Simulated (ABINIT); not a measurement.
# InP (F-43m) in ABINIT: settings compared

Aim: see how the results for InP move with the level of theory and the settings. Levels: RPBE, OLYP, BP86. Tasks: band structure.

Everything below comes from runs of ABINIT 10.8.3 (patched build). Logs are shortened: lines on timing, memory, paths and dates and some standing lists are left out, and cuts for length are marked. The log counts tension as positive stress, the text compression.

**Experimental background.**

A printed reference work, data compilation reports, for a bulk crystal of InP at 1.6 K: band gap 1.4236 eV (direct).

The results are compared with them further down.

### 1 The structure

The structure is cubic, space group F-43m (No. 216). Conventional cell: a = 5.861 Å, b = 5.861 Å, c = 5.861 Å, α = 90.00°, β = 90.00°, γ = 90.00°. In (site symmetry -43m) has 4 P at 2.54 Å as nearest neighbours. Around P (site symmetry -43m) lie 4 In at 2.54 Å.

### 2 Band structure, RPBE

The input, run.abi:

```
# Datasets: ground state, then fixed potential
ndtset 2

# Pseudopotentials
pp_dirpath "./"
pseudos "In.GGA_PBE-JTH_sp.xml, P.GGA_PBE-JTH.xml"

# Structure
acell 3*1.0
rprim
     0.0000000000     5.5378424082     5.5378424082
     5.5378424082     0.0000000000     5.5378424082
     5.5378424082     5.5378424082     0.0000000000
ntypat 2
znucl 49 15
natom 2
typat 1 2
xred
     0.0000000000     0.0000000000     0.0000000000
     0.7500000000     0.7500000000     0.7500000000

# Plane-wave basis
ecut 20.0
pawecutdg 40.0

# Exchange and correlation
ixc 15

# Bands and occupations
occopt 3
tsmear 0.05 eV

# SCF cycle
nstep 100

# Output
iomode 3
prtwf 0
prteig 0
prtebands 0
prtden1 1

# Dataset 1
kptopt1 1
ngkpt1 8 8 8
nshiftk1 1
shiftk1 0.0 0.0 0.0
nband1 8
tolvrs1 1.0e-9

# Dataset 2: bands along G-X-W-K-G-L-U-W-L-K
iscf2 -2
getden2 1
nband2 12
nbdbuf2 2
tolwfr2 1.0e-12
kptopt2 -9
ndivsm2 5
prteig2 1
prtvol2 -3
kptbounds2
     0.0000000000     0.0000000000     0.0000000000
     0.5000000000     0.0000000000     0.5000000000
     0.5000000000     0.2500000000     0.7500000000
     0.3750000000     0.3750000000     0.7500000000
     0.0000000000     0.0000000000     0.0000000000
     0.5000000000     0.5000000000     0.5000000000
     0.6250000000     0.2500000000     0.6250000000
     0.5000000000     0.2500000000     0.7500000000
     0.5000000000     0.5000000000     0.5000000000
     0.3750000000     0.3750000000     0.7500000000
```

Potentials or basis: JTH PAW PBE v2.0 sp.

Started as:

```sh
$ abinit run.abi > log 2>&1
```

run.abo:

```text
.Version 10.8.3 of ABINIT
 DATASET    1 : space group F-4 3 m (#216); Bravais cF (face-center cubic)
================================================================================
 Values of the parameters that define the memory need for DATASET  1.
     intxc =       0    ionmov =       0      iscf =      17    lmnmax =      13
     lnmax =       5     mgfft =      32  mpssoang =       3    mqgrid =    3001
     natom =       2  nloc_mem =       2    nspden =       1   nspinor =       1
    nsppol =       1      nsym =      24    n1xccc =       1    ntypat =       2
    occopt =       3   xclevel =       2
       mpw =        1475          nfft =       32768          nkpt =          29
 PAW method is used; the additional fine FFT grid is defined by:
   mgfftf=        48    nfftf =    110592
================================================================================
================================================================================

 DATASET    2 : space group F-4 3 m (#216); Bravais cF (face-center cubic)
================================================================================
 Values of the parameters that define the memory need for DATASET  2.
     intxc =       0    ionmov =       0      iscf =      -2    lmnmax =      13
     lnmax =       5     mgfft =      32  mpssoang =       3    mqgrid =    3001
     natom =       2  nloc_mem =       2    nspden =       1   nspinor =       1
    nsppol =       1      nsym =      24    n1xccc =       1    ntypat =       2
    occopt =       3   xclevel =       2
       mpw =        1475          nfft =       32768          nkpt =          87
 PAW method is used; the additional fine FFT grid is defined by:
   mgfftf=        48    nfftf =    110592
================================================================================
================================================================================

--------------------------------------------------------------------------------
------------- Echo of variables that govern the present computation ------------
--------------------------------------------------------------------------------
 -outvars: echo values of preprocessed input variables --------
            acell      1.0000000000E+00  1.0000000000E+00  1.0000000000E+00 Bohr
              amu      1.14820000E+02  3.09737620E+01
             ecut      2.00000000E+01 Hartree
           getden1          0
           getden2          1
             iscf1         17
             iscf2         -2
              ixc          15
           jdtset        1    2
           kptopt1          1
           kptopt2         -9
         kptrlatt        8    0    0      0    8    0      0    0    8
          kptrlen1     6.26535347E+01
          kptrlen2     3.00000000E+01
            natom           2
            nband1          8
            nband2         12
           nbdbuf1          0
           nbdbuf2          2
           ndtset           2
           ndivsm1          0
           ndivsm2          5
            ngfft          32      32      32
          ngfftdg          48      48      48
             nkpt1         29
             nkpt2         87
            nstep         100
             nsym          24
           ntypat           2
           occopt           3
        pawecutdg      4.00000000E+01 Hartree
         pawxcdev           0
        prtebands           0
           prteig1          0
           prteig2          1
           prtvol1          0
           prtvol2         -3
            prtwf           0
            rprim      0.0000000000E+00  5.5378424082E+00  5.5378424082E+00
                       5.5378424082E+00  0.0000000000E+00  5.5378424082E+00
                       5.5378424082E+00  5.5378424082E+00  0.0000000000E+00
           shiftk1     0.00000000E+00  0.00000000E+00  0.00000000E+00
           shiftk2     5.00000000E-01  5.00000000E-01  5.00000000E-01
          spgroup         216
           tolvrs1     1.00000000E-09
           tolvrs2     0.00000000E+00
           tolwfr1     0.00000000E+00
           tolwfr2     1.00000000E-12
           tsmear      1.83746611E-03 Hartree
            typat      1  2
           useylm           1
           xangst      0.0000000000E+00  0.0000000000E+00  0.0000000000E+00
                       4.3957499970E+00  4.3957499970E+00  4.3957499970E+00
            xcart      0.0000000000E+00  0.0000000000E+00  0.0000000000E+00
                       8.3067636123E+00  8.3067636123E+00  8.3067636123E+00
             xred      0.0000000000E+00  0.0000000000E+00  0.0000000000E+00
                       7.5000000000E-01  7.5000000000E-01  7.5000000000E-01
            znucl       49.00000   15.00000

================================================================================
[... 215 lines left out ...]

 Exchange-correlation functional for the present dataset will be:
  GGA: RPBE functional - ixc=15
  Hammer, L. B. Hansen, and J. K. Norskov, PRB 59, 7413 (1999)

 Real(R)+Recip(G) space primitive vectors, cartesian coordinates (Bohr,Bohr^-1):
 R(1)=  0.0000000  5.5378424  5.5378424  G(1)= -0.0902879  0.0902879  0.0902879
 R(2)=  5.5378424  0.0000000  5.5378424  G(2)=  0.0902879 -0.0902879  0.0902879
 R(3)=  5.5378424  5.5378424  0.0000000  G(3)=  0.0902879  0.0902879 -0.0902879
 Unit cell volume ucvol=  3.3966576E+02 bohr^3
 Angles (23,13,12)=  6.00000000E+01  6.00000000E+01  6.00000000E+01 degrees

 Coarse grid specifications (used for wave-functions):

 getcut: wavevector=  0.0000  0.0000  0.0000  ngfft=  32  32  32
         ecut(hartree)=     20.000   => boxcut(ratio)=   2.02962

 Fine grid specifications (used for densities):

 getcut: wavevector=  0.0000  0.0000  0.0000  ngfft=  48  48  48
         ecut(hartree)=     40.000   => boxcut(ratio)=   2.15273
--------------------------------------------------------------------------------

================================================================================
 Non-SCF case, kpt    1 (  0.00000  0.00000  0.00000), residuals and eigenvalues=
  3.39E-13  5.61E-13  3.90E-13  9.86E-14  2.57E-13  8.62E-13  2.70E-13  3.17E-13
  4.09E-13  6.55E-13  8.88E-12  1.49E-13
 -3.4660E-01  7.4981E-02  7.4981E-02  7.4981E-02  1.0904E-01  2.2855E-01
  2.2855E-01  2.2855E-01  4.0025E-01  4.1308E-01  4.1308E-01  4.9088E-01
 Non-SCF case, kpt    2 (  0.03571  0.00000  0.03571), residuals and eigenvalues=
  2.73E-13  5.83E-13  8.53E-13  3.96E-13  2.67E-13  2.60E-13  1.93E-13  3.05E-13
  8.11E-13  9.15E-13  3.24E-13  1.62E-07
 -3.4597E-01  6.5582E-02  7.3140E-02  7.3140E-02  1.1832E-01  2.2625E-01
  2.3106E-01  2.3106E-01  4.0396E-01  4.0641E-01  4.1359E-01  4.9229E-01
 Non-SCF case, kpt    3 (  0.07143  0.00000  0.07143), residuals and eigenvalues=
[... 410 lines left out ...]
  4.08E-13  6.94E-13  2.98E-13  5.57E-13  2.09E-13  4.72E-13  2.76E-13  2.82E-13
  1.55E-13  2.22E-13  1.27E-07  5.85E-06
 -2.7414E-01 -1.2537E-01 -4.2490E-02  1.2220E-02  1.7374E-01  2.5926E-01
  3.2928E-01  3.3189E-01  3.9085E-01  4.2960E-01  5.4454E-01  5.6872E-01
 Non-SCF case, kpt   86 (  0.38889  0.38889  0.72222), residuals and eigenvalues=
  3.15E-13  3.04E-13  6.43E-13  3.68E-13  2.40E-13  6.91E-13  2.36E-13  5.02E-13
  5.09E-13  4.53E-13  1.63E-06  2.95E-05
 -2.7124E-01 -1.2664E-01 -4.5920E-02  8.0098E-03  1.6975E-01  2.5238E-01
  3.4396E-01  3.4560E-01  3.8283E-01  4.3007E-01  5.5713E-01  5.8924E-01
 Non-SCF case, kpt   87 (  0.37500  0.37500  0.75000), residuals and eigenvalues=
  5.91E-13  7.70E-13  6.22E-13  6.80E-13  2.66E-13  5.55E-13  9.28E-13  1.61E-13
  3.12E-13  7.99E-13  5.23E-07  1.17E-04
 -2.6954E-01 -1.2819E-01 -4.5059E-02  4.6314E-03  1.6637E-01  2.4109E-01
  3.5547E-01  3.5783E-01  3.8294E-01  4.3547E-01  5.5463E-01  5.8765E-01

--- !ResultsGS
iteration_state: {dtset: 2, }
comment   : Summary of ground state results
lattice_vectors:
- [  0.0000000,   5.5378424,   5.5378424, ]
- [  5.5378424,   0.0000000,   5.5378424, ]
- [  5.5378424,   5.5378424,   0.0000000, ]
lattice_lengths: [   7.83169,    7.83169,    7.83169, ]
lattice_angles: [ 60.000,  60.000,  60.000, ] # degrees, (23, 13, 12)
lattice_volume:   3.3966576E+02
convergence: {deltae:  0.000E+00, res2:  0.000E+00, residm:  9.990E-13, diffor:  0.000E+00, }
etotal    :  -8.70107062E+00
entropy   :   0.00000000E+00
fermie    :   9.31665963E-02
cartesian_stress_tensor: null
pressure_GPa: null
xred      :
- [  0.0000E+00,   0.0000E+00,   0.0000E+00, In]
- [  7.5000E-01,   7.5000E-01,   7.5000E-01,  P]
cartesian_forces: null
force_length_stats: {min: null, max: null, mean: null, }
...

 Integrated electronic density in atomic spheres:
 ------------------------------------------------
 Atom  Sphere_radius  Integrated_density
    1        2.90115          2.38296607
    2        1.60765          1.58548454

================================================================================

 ----iterations are completed or convergence reached----

 Mean square residual over all n,k,spin=   49.746E-14; max=  99.901E-14
 reduced coordinates (array xred) for    2 atoms
       0.000000000000      0.000000000000      0.000000000000
       0.750000000000      0.750000000000      0.750000000000

 cartesian coordinates (angstrom) at end:
    1      0.00000000000000     0.00000000000000     0.00000000000000
    2      4.39574999700532     4.39574999700532     4.39574999700532
 length scales=  1.000000000000  1.000000000000  1.000000000000 bohr
              =  0.529177210544  0.529177210544  0.529177210544 angstroms
 Eigenvalues (hartree) for nkpt=  87  k points:
 kpt#   1, nband= 12, wtk=  1.00000, kpt=  0.0000  0.0000  0.0000 (reduced coord)
  -0.34660    0.07498    0.07498    0.07498    0.10904    0.22855    0.22855    0.22855
   0.40025    0.41308    0.41308    0.49088
 kpt#   2, nband= 12, wtk=  1.00000, kpt=  0.0357  0.0000  0.0357 (reduced coord)
  -0.34597    0.06558    0.07314    0.07314    0.11832    0.22625    0.23106    0.23106
   0.40396    0.40641    0.41359    0.49229
 kpt#   3, nband= 12, wtk=  1.00000, kpt=  0.0714  0.0000  0.0714 (reduced coord)
  -0.34409    0.04819    0.06800    0.06800    0.13521    0.22000    0.23824    0.23824
   0.38984    0.41512    0.41557    0.49648
 kpt#   4, nband= 12, wtk=  1.00000, kpt=  0.1071  0.0000  0.1071 (reduced coord)
  -0.34097    0.02925    0.06048    0.06048    0.15286    0.21121    0.24915    0.24915
   0.37090    0.41767    0.43262    0.50340
 kpt#   5, nband= 12, wtk=  1.00000, kpt=  0.1429  0.0000  0.1429 (reduced coord)
  -0.33666    0.00996    0.05156    0.05156    0.16911    0.20142    0.26283    0.26283
   0.35320    0.42120    0.45389    0.51291
 kpt#   6, nband= 12, wtk=  1.00000, kpt=  0.1786  0.0000  0.1786 (reduced coord)
  -0.33120   -0.00930    0.04207    0.04207    0.18112    0.19283    0.27846    0.27846
[... 230 lines left out ...]
  -0.28125   -0.12633   -0.02271    0.02226    0.17908    0.24956    0.29778    0.33217
   0.41195    0.43777    0.49767    0.53984
 kpt#  84, nband= 12, wtk=  1.00000, kpt=  0.4167  0.4167  0.6667 (reduced coord)
  -0.27764   -0.12527   -0.03453    0.01706    0.17747    0.25763    0.31338    0.32737
   0.40102    0.43255    0.52132    0.55385
 kpt#  85, nband= 12, wtk=  1.00000, kpt=  0.4028  0.4028  0.6944 (reduced coord)
  -0.27414   -0.12537   -0.04249    0.01222    0.17374    0.25926    0.32928    0.33189
   0.39085    0.42960    0.54454    0.56872
 kpt#  86, nband= 12, wtk=  1.00000, kpt=  0.3889  0.3889  0.7222 (reduced coord)
  -0.27124   -0.12664   -0.04592    0.00801    0.16975    0.25238    0.34396    0.34560
   0.38283    0.43007    0.55713    0.58924
 kpt#  87, nband= 12, wtk=  1.00000, kpt=  0.3750  0.3750  0.7500 (reduced coord)
  -0.26954   -0.12819   -0.04506    0.00463    0.16637    0.24109    0.35547    0.35783
   0.38294    0.43547    0.55463    0.58765

== END DATASET(S) ==============================================================
================================================================================

 -outvars: echo values of variables after computation  --------
            acell      1.0000000000E+00  1.0000000000E+00  1.0000000000E+00 Bohr
           etotal1    -8.7010706172E+00
            fcart1     3.0389150511E-30 -2.5959400476E-47 -3.0389150511E-30
                      -3.0389150511E-30  2.5959400476E-47  3.0389150511E-30
            rprim      0.0000000000E+00  5.5378424082E+00  5.5378424082E+00
                       5.5378424082E+00  0.0000000000E+00  5.5378424082E+00
                       5.5378424082E+00  5.5378424082E+00  0.0000000000E+00
           strten1    -2.5207477479E-04 -2.5207477479E-04 -2.5207477479E-04
                       0.0000000000E+00  0.0000000000E+00  0.0000000000E+00
           xangst      0.0000000000E+00  0.0000000000E+00  0.0000000000E+00
                       4.3957499970E+00  4.3957499970E+00  4.3957499970E+00
             xred      0.0000000000E+00  0.0000000000E+00  0.0000000000E+00
                       7.5000000000E-01  7.5000000000E-01  7.5000000000E-01
 Calculation completed.
```

Run time: 31 s. Hardware: 1 thread of Arm Neoverse V1, shared host; peak memory 0.13 GiB.

Results:

| Property | Result |
| --- | --- |
| Free energy | -236.7682 eV |
| Band gap on the k mesh | 0.93 eV, direct |
| Valence electrons inside the program's atomic spheres | In 2.38; P 1.59 |

Levels at the corners of the path, in eV from the valence-band top:
| point | band 2 | band 3 | band 4 | band 5 | band 6 | band 7 |
| --- | --- | --- | --- | --- | --- | --- |
| Γ | 0.00 | 0.00 | 0.00 | 0.93 | 4.18 | 4.18 |
| X | -5.69 | -2.29 | -2.29 | 1.90 | 2.37 | 9.49 |
| W | -5.51 | -2.94 | -2.85 | 4.43 | 4.49 | 5.72 |
| K | -5.53 | -3.27 | -1.91 | 2.49 | 4.52 | 7.63 |
| Γ | 0.00 | 0.00 | 0.00 | 0.93 | 4.18 | 4.18 |
| L | -5.65 | -0.96 | -0.96 | 1.65 | 4.88 | 4.88 |
| U | -5.53 | -3.27 | -1.91 | 2.49 | 4.52 | 7.63 |
| W | -5.51 | -2.94 | -2.85 | 4.43 | 4.49 | 5.72 |
| L | -5.65 | -0.96 | -0.96 | 1.65 | 4.88 | 4.88 |
| K | -5.53 | -3.27 | -1.91 | 2.49 | 4.52 | 7.63 |

Caveat: the cutoff is too short for stress, so the log's stress isn't used; the PAW data sets were made with another functional, which shifts forces and pressure a little; spin-orbit coupling is left out, which moves the levels of the heavy elements; this set keeps more shells in the core, which shifts pressures and gaps.

### 3 Band structure, OLYP

run.abi, as its differences from that of step 2:

```diff
@@ -5,10 +5,10 @@
 pp_dirpath "./"
-pseudos "In.GGA_PBE-JTH_sp.xml, P.GGA_PBE-JTH.xml"
+pseudos "In.GGA_PBE-JTH.xml, P.GGA_PBE-JTH.xml"
 
 # Structure
-acell 3*1.0
+acell 3*1.0 Angstrom
 rprim
-     0.0000000000     5.5378424082     5.5378424082
-     5.5378424082     0.0000000000     5.5378424082
-     5.5378424082     5.5378424082     0.0000000000
+     0.0000000000     2.9305000000     2.9305000000
+     2.9305000000     0.0000000000     2.9305000000
+     2.9305000000     2.9305000000     0.0000000000
 ntypat 2
@@ -26,3 +26,3 @@
 # Exchange and correlation
-ixc 15
+ixc -110131
 
@@ -41,2 +41,5 @@
 prtden1 1
+prtvha1 1
+prtvclmb1 1
+prtpot1 1
 
@@ -47,3 +50,3 @@
 shiftk1 0.0 0.0 0.0
-nband1 8
+nband1 13
 tolvrs1 1.0e-9
@@ -53,3 +56,3 @@
 getden2 1
-nband2 12
+nband2 17
 nbdbuf2 2
@@ -57,5 +60,4 @@
 kptopt2 -9
-ndivsm2 5
+ndivsm2 8
 prteig2 1
-prtvol2 -3
 kptbounds2
```

Potentials or basis: JTH PAW PBE v2.0.

Started as:

```sh
$ abinit run.abi > log 2>&1
```

It took 75 s on 1 thread of Arm Neoverse V1, shared host; peak memory 0.16 GiB.

Results (log left out):

```
Free energy                                           : -1765.6232 eV
Band gap on the k mesh                                : 1.02 eV, direct
Valence electrons inside the program's atomic spheres : In 11.25; P 1.59
```

Levels at the corners of the path, in eV from the valence-band top:
```csv
point,band 7,band 8,band 9,band 10,band 11,band 12
Γ,0.00,0.00,0.00,1.02,4.23,4.23
X,-5.64,-2.25,-2.25,2.19,2.53,9.66
W,-5.50,-2.82,-2.77,4.45,4.63,5.82
K,-5.50,-3.15,-1.88,2.69,4.60,7.63
Γ,0.00,0.00,0.00,1.02,4.23,4.23
L,-5.57,-0.95,-0.95,1.76,4.98,4.98
U,-5.50,-3.15,-1.88,2.69,4.60,7.63
W,-5.50,-2.82,-2.77,4.45,4.63,5.82
L,-5.57,-0.95,-0.95,1.76,4.98,4.98
K,-5.50,-3.15,-1.88,2.69,4.60,7.63
```

Caveat: the cutoff is too short for stress, so the log's stress isn't used; the PAW data sets were made with another functional, which shifts forces and pressure a little; spin-orbit coupling is left out, which moves the levels of the heavy elements.

### 4 Band structure, OLYP

run.abi, as its differences from that of step 3:

```diff
@@ -5,10 +5,10 @@
 pp_dirpath "./"
-pseudos "In.GGA_PBE-JTH.xml, P.GGA_PBE-JTH.xml"
+pseudos "In.GGA_PBE-JTH_sp.xml, P.GGA_PBE-JTH.xml"
 
 # Structure
-acell 3*1.0 Angstrom
+acell 3*1.0
 rprim
-     0.0000000000     2.9305000000     2.9305000000
-     2.9305000000     0.0000000000     2.9305000000
-     2.9305000000     2.9305000000     0.0000000000
+     0.0000000000     5.5378424082     5.5378424082
+     5.5378424082     0.0000000000     5.5378424082
+     5.5378424082     5.5378424082     0.0000000000
 ntypat 2
@@ -22,3 +22,3 @@
 # Plane-wave basis
-ecut 20.0
+ecut 544.227725 eV
 pawecutdg 40.0
@@ -41,5 +41,2 @@
 prtden1 1
-prtvha1 1
-prtvclmb1 1
-prtpot1 1
 
@@ -50,3 +47,3 @@
 shiftk1 0.0 0.0 0.0
-nband1 13
+nband1 8
 tolvrs1 1.0e-9
@@ -56,3 +53,3 @@
 getden2 1
-nband2 17
+nband2 12
 nbdbuf2 2
@@ -60,3 +57,3 @@
 kptopt2 -9
-ndivsm2 8
+ndivsm2 5
 prteig2 1
```

Potentials or basis: JTH PAW PBE v2.0 sp.

Started as:

```sh
$ abinit run.abi > log 2>&1
```

Wall time 34 s (1 thread of Arm Neoverse V1, shared host); peak memory 0.13 GiB.

It converged, with:

| Property | Result |
| --- | --- |
| Free energy | -235.7039 eV |
| Band gap on the k mesh | 1.08 eV, direct |
| Valence electrons inside the program's atomic spheres | In 2.41; P 1.59 |

Levels at the corners of the path, in eV from the valence-band top:
```csv
point,band 2,band 3,band 4,band 5,band 6,band 7
Γ,0.00,0.00,0.00,1.08,4.25,4.25
X,-5.64,-2.23,-2.23,2.21,2.53,9.74
W,-5.48,-2.84,-2.74,4.49,4.67,5.87
K,-5.49,-3.14,-1.87,2.70,4.65,7.70
Γ,0.00,0.00,0.00,1.08,4.25,4.25
L,-5.55,-0.94,-0.94,1.79,4.98,4.98
U,-5.49,-3.14,-1.87,2.70,4.65,7.70
W,-5.48,-2.84,-2.74,4.49,4.67,5.87
L,-5.55,-0.94,-0.94,1.79,4.98,4.98
K,-5.49,-3.14,-1.87,2.70,4.65,7.70
```

Caveat: the cutoff is too short for stress, so the log's stress isn't used; the PAW data sets were made with another functional, which shifts forces and pressure a little; spin-orbit coupling is left out, which moves the levels of the heavy elements; this set keeps more shells in the core, which shifts pressures and gaps.

(Part 1 of 2 ends here.)
